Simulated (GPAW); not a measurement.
**MgO2 in GPAW: the effect of functional**

Crystal: MgO2.

```
Mg O
1.0
     1.60476    0.92651    3.49398
    -1.60476    0.92651    3.49398
     0.00000   -1.85302    3.49398
Mg O
1 2
Direct
  0.00000 0.00000 0.00000
  0.57121 0.57121 0.57121
  0.42879 0.42879 0.42879
```

The cell comes from a database or a generator and needn't be the stable form of this composition.

Alike in all runs:

| Property | Result |
| --- | --- |
| Program | GPAW 26.7.0 |
| Task | band structure |
| Cutoff | 800 eV |
| Basis | pw |
| k mesh | 7 × 7 × 7 |
| Occupations | fermi-dirac, width 0.05 eV |
| Spin | no spin polarisation |

Task: One run gave: gap on the mesh 2.37 eV; pressure -4.5 GPa; largest force 0.33 eV/Å. Which functional did it use?
A. LDA
B. PBEsol
C. r2SCAN

Result: B.

```csv
functional,potentials or basis,gap on the mesh (eV),pressure (GPa),largest force (eV/Å)
r2SCAN,GPAW PAW data sets (gpaw-data 1.2.1),3.11,-5.0,0.19
LDA,the program's PAW data sets (release 1.2.1) made for this functional,2.32,-9.9,0.42
PBEsol,PAW data sets generated in the run's folder for this functional,2.37,-4.5,0.33
```

Caveats: the mesh misses the band edges, which the band path finds closer together; the PAW data sets were made with another functional, which shifts forces and pressure a little (some runs).

Not every run made on this cell is shown here.
